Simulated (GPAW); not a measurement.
Runs of GPAW 26.7.0 on TiCo3. The structure is cubic, space group Pm-3m (No. 221). The conventional cell has a = 3.571 Å, b = 3.571 Å, c = 3.571 Å, α = 90.00°, β = 90.00°, γ = 90.00°. Co (site symmetry 4/mmm) has 8 Co at 2.53 Å and 4 Ti at 2.53 Å as nearest neighbours. Around Ti (site symmetry m-3m) lie 12 Co at 2.53 Å. 

| task | level | cell | k mesh | band path | band points | optimizer | fmax | max steps | gap on the mesh (eV) | pressure (GPa) | moment (μB) | relaxed volume (Å³/atom) |
| --- | --- | --- | --- | --- | --- | --- | --- | --- | --- | --- | --- | --- |
| band structure | PBEsol | as given | 6 × 6 × 6 | GXMGRX,MR | 80 | - | - | - | - | -3.5 | (c) | - |
| relaxation of cell and atoms | PBEsol | relaxed | 6 × 6 × 6 | - | - | BFGS | 0.02 eV/Å | 60 | none | 0.0 | 2.51 | 11.19 |
| relaxation of cell and atoms | PBEsol+D4 | relaxed | 6 × 6 × 6 | - | - | BFGS | 0.02 eV/Å | 60 | none | 0.0 | 2.37 | (b) |
| single point | PBEsol | as given | 8 × 8 × 8 | - | - | - | - | - | none | -3.7 | (a) | - |

Alike in all rows: potentials or basis PAW data sets generated in the run's folder for this functional, pw; spin collinear, ferromagnetic start; cutoff (eV) 600; smearing fermi-dirac 0.05 eV.

Question: Estimate the missing entries.

Answer: (a) 2.49; (b) 11.03; (c) 2.59.

Caveats: each step starts from the last one's moments, so a moment once lost doesn't come back (some runs); later steps reuse the first step's grids (some runs); pairwise dispersion overbinds metals, which lowers pressure and volume (some runs).

A k mesh can miss the band edges.

A gap of «none» marks a metal or a gap under the smearing width.

Not every run made on this cell is shown here.
